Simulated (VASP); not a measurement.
Wanted: the native input for a VASP 6.6.1 run.

```yaml
Task: single point
Functional: PBE
Potentials_or_basis: VASP PAW PBE potentials, release 64 (Ti_pv, Al)
Cutoff: 520 eV
k_mesh: 8 × 8 × 8
Occupations: gaussian, width 0.1 eV
Spin: no spin polarisation
Further_INCAR_settings: ALGO = Normal; EDIFF = 1e-06; NBANDS = 14
```

The structure of TiAl lies in POSCAR:

```
TiAl
3.1791
    0.999988676040      0.000000000000      0.000000000000
    0.000000000000      0.999988676040      0.000000000000
    0.000000000000      0.000000000000      0.999988676040
Ti Al
1 1
Direct
    0.0000000000      0.0000000000      0.0000000000
    0.5000000000      0.5000000000      0.5000000000
```

The cell comes from a database or a generator and needn't be the stable form of this composition.

These files were run (other wordings do the same):

INCAR

```
PREC = Accurate
ENCUT = 520
EDIFF = 1E-6
ISMEAR = 0
SIGMA = 0.1
LREAL = False
LASPH = True
NELM = 80
ALGO = Normal
ISIF = 2
LWAVE = False
LCHARG = True
GGA = PE
LELF = True
LVHAR = True
NBANDS = 14
```

KPOINTS

```
Automatic mesh
0
Gamma
  8 8 8
```

Potentials or basis: VASP PAW PBE potentials, release 64 (Ti_pv, Al).

The run is started by

```sh
$ cat potpaw_PBE.64/Ti_pv/POTCAR potpaw_PBE.64/Al/POTCAR > POTCAR
$ mpirun -np 1 vasp_std > vasp.out
```

It gave:

```
Pressure               : 0.7 GPa
Band gap on the k mesh : none (metal or under the smearing width)
```

It took 5.5 s on 1 thread of AMD EPYC 9R45 96-Core Processor (Zen 5), with other jobs on the host, peak memory 0.11 GiB.
